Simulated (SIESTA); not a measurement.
Runs of SIESTA 5.4.2 on Si2Ni. Symmetry: Fm-3m, No. 225, cubic system. Conventional cell: a = 5.406 Å, b = 5.406 Å, c = 5.406 Å, α = 90.00°, β = 90.00°, γ = 90.00°. Ni (site symmetry m-3m) has 8 Si at 2.34 Å as nearest neighbours. Si (site symmetry -43m) is surrounded by 4 Ni at 2.34 Å. 

| task | level | potentials or basis | cell | k mesh | gap on the mesh (eV) | pressure (GPa) | moment (μB) | V0 of scaled cells (Å³/atom) | B0 (GPa) |
| --- | --- | --- | --- | --- | --- | --- | --- | --- | --- |
| equation of state | PBEsol | PseudoDojo 0.4 standard (PBEsol files), DZP (energy shift 0.003 Ry; two zetas on semicore shells) | as given | 9 × 9 × 9 | - | - | - | 13.09 | 158 |
| equation of state | LDA | PseudoDojo 0.4 standard (LDA files), DZP (energy shift 0.003 Ry; two zetas on semicore shells) | as given | 7 × 7 × 7 | - | - | - | (a) | 178 |
| band structure | PBEsol | PseudoDojo 0.4 standard (PBEsol files), DZP (energy shift 0.003 Ry; two zetas on semicore shells) | as given | 9 × 9 × 9 | none | -0.9 | 0.00 | - | - |
| single point | PBEsol | PseudoDojo 0.4 standard (PBEsol files), DZP (energy shift 0.003 Ry; two zetas on semicore shells) | atoms moved at random, drawn with an rms of 0.05 Å | 9 × 9 × 9 | none | -0.6 | 0.00 | - | - |
| single point | PBEsol | PseudoDojo 0.4 standard (PBEsol files), DZP (energy shift 0.003 Ry; two zetas on semicore shells) | as given | 9 × 9 × 9 | none | -0.9 | 0.00 | - | - |

Alike in all rows: spin collinear, ferromagnetic start; smearing fermi-dirac 0.05 eV; grid cutoff 800 Ry; energy shift 0.003 Ry.

Q: Estimate the missing entries.

A: (a) 12.74.

Caveats: short orbitals over semicore shells can move pressures by several GPa; the basis of atomic orbitals isn't converged, which shifts pressures, moduli and gaps.

A gap of «none» marks a metal or a gap under the smearing width.
